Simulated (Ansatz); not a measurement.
**Eigenvalues along a path: CsBr**

```xyz
2
Lattice="4.3893 0.0000 0.0000 0.0000 4.3893 0.0000 0.0000 0.0000 4.3893" Properties=species:S:1:pos:R:3 pbc="T T T"
Cs    0.0000    0.0000    0.0000
Br    2.1947    2.1947    2.1947
```

The cell comes from a relaxation on PAW files under the same functional, begun from a database entry that needn't be the ground state.

Level of theory: DFT with PBE, with spin–orbit coupling, in Ansatz 0.2.0; a Γ-centred 7×7×7 k mesh, Fermi–Dirac smearing of 0.02 eV, no spin polarisation. LAPW: all electrons, basis error target 0.5 meV/atom.

This run: spin-orbit coupling on.

Path points, in fractions of the reciprocal vectors: Γ (0.000, 0.000, 0.000), X (0.000, 0.500, 0.000), M (0.500, 0.500, 0.000), R (0.500, 0.500, 0.500). The distance column jumps between branches of the path. Levels in eV from the valence-band top; bands 33 to 56, counted from the lowest band of the run. The gap is 4.10 eV, the pressure 0.00 GPa.

```
# k(1/Å) point b33 b34 b35 b36 b37 b38 b39 b40 b41 b42 b43 b44 b45 b46 b47 b48 b49 b50 b51 b52 b53 b54 b55 b56
0.000 Γ -20.00 -20.00 -12.44 -12.44 -7.79 -7.79 -6.15 -6.15 -6.15 -6.15 -0.54 -0.54 0.00 0.00 0.00 0.00 4.10 4.10 4.83 4.83 4.83 4.83 8.73 8.73
0.089 - -20.00 -20.00 -12.44 -12.44 -7.80 -7.80 -6.15 -6.15 -6.14 -6.14 -0.56 -0.56 -0.04 -0.04 -0.01 -0.01 4.20 4.20 4.85 4.85 4.91 4.91 8.70 8.70
0.179 - -19.99 -19.99 -12.44 -12.44 -7.80 -7.80 -6.18 -6.18 -6.13 -6.13 -0.63 -0.63 -0.15 -0.15 -0.03 -0.03 4.46 4.46 4.92 4.92 5.14 5.14 8.62 8.62
0.268 - -19.99 -19.99 -12.44 -12.44 -7.81 -7.81 -6.22 -6.22 -6.12 -6.12 -0.76 -0.76 -0.25 -0.25 -0.05 -0.05 4.85 4.85 5.03 5.03 5.49 5.49 8.53 8.53
0.358 - -19.98 -19.98 -12.44 -12.44 -7.83 -7.83 -6.26 -6.26 -6.10 -6.10 -0.93 -0.93 -0.33 -0.33 -0.09 -0.09 5.18 5.18 5.31 5.31 5.94 5.94 8.46 8.46
0.447 - -19.97 -19.97 -12.44 -12.44 -7.84 -7.84 -6.29 -6.29 -6.08 -6.08 -1.11 -1.11 -0.39 -0.39 -0.12 -0.12 5.36 5.36 5.81 5.81 6.41 6.41 8.41 8.41
0.537 - -19.97 -19.97 -12.45 -12.45 -7.85 -7.85 -6.32 -6.32 -6.07 -6.07 -1.26 -1.26 -0.42 -0.42 -0.15 -0.15 5.54 5.54 6.28 6.28 6.84 6.84 8.40 8.40
0.626 - -19.96 -19.96 -12.45 -12.45 -7.86 -7.86 -6.34 -6.34 -6.06 -6.06 -1.35 -1.35 -0.44 -0.44 -0.17 -0.17 5.69 5.69 6.66 6.66 7.13 7.13 8.11 8.11
0.716 X -19.96 -19.96 -12.45 -12.45 -7.86 -7.86 -6.34 -6.34 -6.05 -6.05 -1.39 -1.39 -0.45 -0.45 -0.18 -0.18 5.75 5.75 6.81 6.81 7.21 7.21 8.00 8.00
0.805 - -19.96 -19.96 -12.44 -12.44 -7.87 -7.87 -6.35 -6.35 -6.06 -6.06 -1.36 -1.36 -0.46 -0.46 -0.18 -0.18 5.78 5.78 6.80 6.80 7.08 7.08 7.96 7.96
0.895 - -19.96 -19.96 -12.43 -12.43 -7.89 -7.89 -6.38 -6.38 -6.09 -6.09 -1.29 -1.29 -0.48 -0.48 -0.19 -0.19 5.83 5.83 6.75 6.75 6.83 6.83 8.12 8.12
0.984 - -19.95 -19.95 -12.42 -12.42 -7.92 -7.92 -6.43 -6.43 -6.13 -6.13 -1.19 -1.19 -0.51 -0.51 -0.19 -0.19 5.77 5.77 6.36 6.36 7.03 7.03 7.90 7.90
1.074 - -19.94 -19.94 -12.40 -12.40 -7.95 -7.95 -6.50 -6.50 -6.15 -6.15 -1.08 -1.08 -0.56 -0.56 -0.18 -0.18 5.61 5.61 6.01 6.01 7.46 7.46 7.62 7.62
1.163 - -19.94 -19.94 -12.38 -12.38 -7.99 -7.99 -6.57 -6.57 -6.17 -6.17 -0.98 -0.98 -0.60 -0.60 -0.15 -0.15 5.41 5.41 5.70 5.70 7.36 7.36 7.43 7.43
1.253 - -19.93 -19.93 -12.37 -12.37 -8.02 -8.02 -6.63 -6.63 -6.18 -6.18 -0.91 -0.91 -0.63 -0.63 -0.12 -0.12 5.23 5.23 5.48 5.48 7.16 7.16 7.20 7.20
1.342 - -19.93 -19.93 -12.36 -12.36 -8.04 -8.04 -6.66 -6.66 -6.18 -6.18 -0.88 -0.88 -0.63 -0.63 -0.10 -0.10 5.11 5.11 5.34 5.34 7.03 7.03 7.07 7.07
1.431 M -19.93 -19.93 -12.35 -12.35 -8.05 -8.05 -6.68 -6.68 -6.19 -6.19 -0.87 -0.87 -0.62 -0.62 -0.10 -0.10 5.07 5.07 5.29 5.29 6.99 6.99 7.02 7.02
1.558 - -19.93 -19.93 -12.36 -12.36 -8.03 -8.03 -6.65 -6.65 -6.18 -6.18 -0.89 -0.89 -0.63 -0.63 -0.11 -0.11 5.14 5.14 5.39 5.39 7.05 7.05 7.14 7.14
1.685 - -19.94 -19.94 -12.38 -12.38 -7.99 -7.99 -6.58 -6.58 -6.17 -6.17 -0.93 -0.93 -0.62 -0.62 -0.14 -0.14 5.30 5.30 5.66 5.66 7.18 7.18 7.52 7.52
1.811 - -19.95 -19.95 -12.40 -12.40 -7.94 -7.94 -6.47 -6.47 -6.16 -6.16 -0.97 -0.97 -0.57 -0.57 -0.16 -0.16 5.46 5.46 5.91 5.91 7.40 7.40 7.54 7.54
1.938 - -19.96 -19.96 -12.42 -12.42 -7.89 -7.89 -6.36 -6.36 -6.15 -6.15 -0.95 -0.95 -0.49 -0.49 -0.16 -0.16 5.49 5.49 5.81 5.81 6.67 6.67 7.69 7.69
2.064 - -19.98 -19.98 -12.43 -12.43 -7.84 -7.84 -6.27 -6.27 -6.14 -6.14 -0.84 -0.84 -0.38 -0.38 -0.13 -0.13 5.25 5.25 5.42 5.42 5.92 5.92 8.02 8.02
2.191 - -19.99 -19.99 -12.44 -12.44 -7.81 -7.81 -6.20 -6.20 -6.14 -6.14 -0.69 -0.69 -0.24 -0.24 -0.07 -0.07 4.74 4.74 5.11 5.11 5.34 5.34 8.36 8.36
2.317 - -20.00 -20.00 -12.44 -12.44 -7.80 -7.80 -6.16 -6.16 -6.14 -6.14 -0.58 -0.58 -0.08 -0.08 -0.02 -0.02 4.29 4.29 4.90 4.90 4.96 4.96 8.63 8.63
2.444 Γ -20.00 -20.00 -12.44 -12.44 -7.79 -7.79 -6.15 -6.15 -6.15 -6.15 -0.54 -0.54 0.00 0.00 0.00 0.00 4.10 4.10 4.83 4.83 4.83 4.83 8.73 8.73
2.599 - -20.00 -20.00 -12.44 -12.44 -7.80 -7.80 -6.16 -6.16 -6.15 -6.15 -0.59 -0.59 -0.10 -0.10 -0.04 -0.04 4.37 4.37 4.98 4.98 4.98 4.98 8.59 8.59
2.754 - -19.98 -19.98 -12.44 -12.44 -7.83 -7.83 -6.21 -6.21 -6.16 -6.16 -0.73 -0.73 -0.29 -0.29 -0.14 -0.14 5.00 5.00 5.40 5.40 5.42 5.42 8.22 8.22
2.909 - -19.97 -19.97 -12.42 -12.42 -7.87 -7.87 -6.28 -6.28 -6.23 -6.23 -0.84 -0.84 -0.45 -0.45 -0.29 -0.29 5.75 5.75 6.01 6.01 6.07 6.07 7.81 7.81
3.064 - -19.94 -19.94 -12.39 -12.39 -7.94 -7.94 -6.36 -6.36 -6.33 -6.33 -0.92 -0.92 -0.54 -0.54 -0.48 -0.48 6.46 6.46 6.68 6.68 6.79 6.79 7.17 7.17
3.218 - -19.92 -19.92 -12.35 -12.35 -8.00 -8.00 -6.43 -6.43 -6.42 -6.42 -1.06 -1.06 -0.69 -0.69 -0.61 -0.61 6.49 6.49 7.13 7.13 7.30 7.30 7.43 7.43
3.373 - -19.91 -19.91 -12.32 -12.32 -8.05 -8.05 -6.49 -6.49 -6.47 -6.47 -1.23 -1.23 -0.88 -0.88 -0.78 -0.78 6.68 6.68 7.41 7.41 7.55 7.55 8.05 8.05
3.528 - -19.90 -19.90 -12.30 -12.30 -8.07 -8.07 -6.51 -6.51 -6.50 -6.50 -1.37 -1.37 -1.01 -1.01 -0.97 -0.97 7.33 7.33 7.66 7.66 7.79 7.79 8.31 8.31
3.683 R -19.89 -19.89 -12.29 -12.29 -8.08 -8.08 -6.51 -6.51 -6.51 -6.51 -1.43 -1.43 -1.06 -1.06 -1.06 -1.06 7.75 7.75 7.90 7.90 7.90 7.90 8.29 8.29
3.810 - -19.90 -19.90 -12.30 -12.30 -8.07 -8.07 -6.52 -6.52 -6.50 -6.50 -1.39 -1.39 -1.03 -1.03 -1.00 -1.00 7.52 7.52 7.62 7.62 7.84 7.84 8.28 8.28
3.936 - -19.90 -19.90 -12.31 -12.31 -8.06 -8.06 -6.53 -6.53 -6.46 -6.46 -1.29 -1.29 -0.94 -0.94 -0.84 -0.84 6.99 6.99 7.16 7.16 7.77 7.77 7.89 7.89
4.063 - -19.91 -19.91 -12.33 -12.33 -8.03 -8.03 -6.52 -6.52 -6.40 -6.40 -1.17 -1.17 -0.84 -0.84 -0.62 -0.62 6.53 6.53 6.72 6.72 7.33 7.33 7.70 7.70
4.189 - -19.93 -19.93 -12.36 -12.36 -8.00 -8.00 -6.50 -6.50 -6.32 -6.32 -1.09 -1.09 -0.74 -0.74 -0.41 -0.41 6.28 6.28 6.49 6.49 6.81 6.81 7.64 7.64
4.316 - -19.94 -19.94 -12.39 -12.39 -7.95 -7.95 -6.46 -6.46 -6.23 -6.23 -1.11 -1.11 -0.62 -0.62 -0.27 -0.27 6.31 6.31 6.36 6.36 6.51 6.51 7.63 7.63
4.443 - -19.95 -19.95 -12.42 -12.42 -7.91 -7.91 -6.40 -6.40 -6.14 -6.14 -1.22 -1.22 -0.52 -0.52 -0.21 -0.21 6.03 6.03 6.60 6.60 6.66 6.66 7.69 7.69
4.569 - -19.96 -19.96 -12.44 -12.44 -7.88 -7.88 -6.36 -6.36 -6.08 -6.08 -1.34 -1.34 -0.46 -0.46 -0.19 -0.19 5.82 5.82 6.77 6.77 7.00 7.00 7.84 7.84
4.696 X -19.96 -19.96 -12.45 -12.45 -7.86 -7.86 -6.34 -6.34 -6.05 -6.05 -1.39 -1.39 -0.45 -0.45 -0.18 -0.18 5.75 5.75 6.81 6.81 7.21 7.21 8.00 8.00
5.708 R -19.89 -19.89 -12.29 -12.29 -8.08 -8.08 -6.51 -6.51 -6.51 -6.51 -1.43 -1.43 -1.06 -1.06 -1.06 -1.06 7.75 7.75 7.90 7.90 7.90 7.90 8.29 8.29
5.797 - -19.89 -19.89 -12.29 -12.29 -8.07 -8.07 -6.52 -6.52 -6.50 -6.50 -1.41 -1.41 -1.04 -1.04 -1.03 -1.03 7.67 7.67 7.76 7.76 7.79 7.79 8.25 8.25
5.887 - -19.90 -19.90 -12.30 -12.30 -8.07 -8.07 -6.54 -6.54 -6.47 -6.47 -1.35 -1.35 -0.99 -0.99 -0.95 -0.95 7.41 7.41 7.52 7.52 7.59 7.59 7.76 7.76
5.976 - -19.90 -19.90 -12.31 -12.31 -8.06 -8.06 -6.57 -6.57 -6.43 -6.43 -1.26 -1.26 -0.93 -0.93 -0.81 -0.81 7.00 7.00 7.00 7.00 7.41 7.41 7.41 7.41
6.066 - -19.91 -19.91 -12.32 -12.32 -8.06 -8.06 -6.60 -6.60 -6.37 -6.37 -1.15 -1.15 -0.84 -0.84 -0.64 -0.64 6.37 6.37 6.52 6.52 7.24 7.24 7.26 7.26
6.155 - -19.92 -19.92 -12.33 -12.33 -8.05 -8.05 -6.63 -6.63 -6.30 -6.30 -1.04 -1.04 -0.76 -0.76 -0.45 -0.45 5.83 5.83 6.05 6.05 7.12 7.12 7.15 7.15
6.245 - -19.92 -19.92 -12.34 -12.34 -8.05 -8.05 -6.66 -6.66 -6.24 -6.24 -0.95 -0.95 -0.69 -0.69 -0.28 -0.28 5.41 5.41 5.66 5.66 7.05 7.05 7.08 7.08
6.334 - -19.93 -19.93 -12.35 -12.35 -8.05 -8.05 -6.67 -6.67 -6.20 -6.20 -0.89 -0.89 -0.64 -0.64 -0.14 -0.14 5.15 5.15 5.39 5.39 7.00 7.00 7.04 7.04
6.424 M -19.93 -19.93 -12.35 -12.35 -8.05 -8.05 -6.68 -6.68 -6.19 -6.19 -0.87 -0.87 -0.62 -0.62 -0.10 -0.10 5.07 5.07 5.29 5.29 6.99 6.99 7.02 7.02
```
